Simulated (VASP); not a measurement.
A run of VASP 6.6.1 is set up as follows.

INCAR

```
PREC = Accurate ; ENCUT = 600
EDIFF = 1E-7 ; ISMEAR = -1
SIGMA = 0.05 ; LREAL = False
LASPH = True ; NELM = 100
ALGO = Fast ; ISIF = 3
LWAVE = False ; LCHARG = False
GGA = PE ; LUSE_VDW = True
IVDW_NL = 2 ; BPARAM = 10.0
CPARAM = 0.0093 ; IBRION = 2
NSW = 60 ; EDIFFG = -0.02
```

File KPOINTS:

```
Automatic mesh
0
Gamma
  13 13 13
```

The input POSCAR:

```
Cu
1.0
    0.0000000000      1.8075000000      1.8075000000
    1.8075000000      0.0000000000      1.8075000000
    1.8075000000      1.8075000000      0.0000000000
Cu
1
Direct
    0.0000000000      0.0000000000      0.0000000000
```

Potentials or basis: VASP PAW PBE potentials, release 64 (Cu).

Command:

```bash
$ cat potpaw_PBE.64/Cu/POTCAR > POTCAR
$ mpirun -np 1 vasp_std > vasp.out
```

**Question.** Predict the relaxed volume.

**Answer.** 11.82 Å³/atom.

**Question.** Estimate the band gap on the k mesh.

**Answer.** None (metal or under the smearing width).

Final structure:
```
Cu
1.0
     0.00000    1.80803    1.80803
     1.80803    0.00000    1.80803
     1.80803    1.80803    0.00000
Cu
1
Direct
  0.00000 0.00000 0.00000
```

Caveat: pairwise dispersion overbinds metals, which lowers pressure and volume.
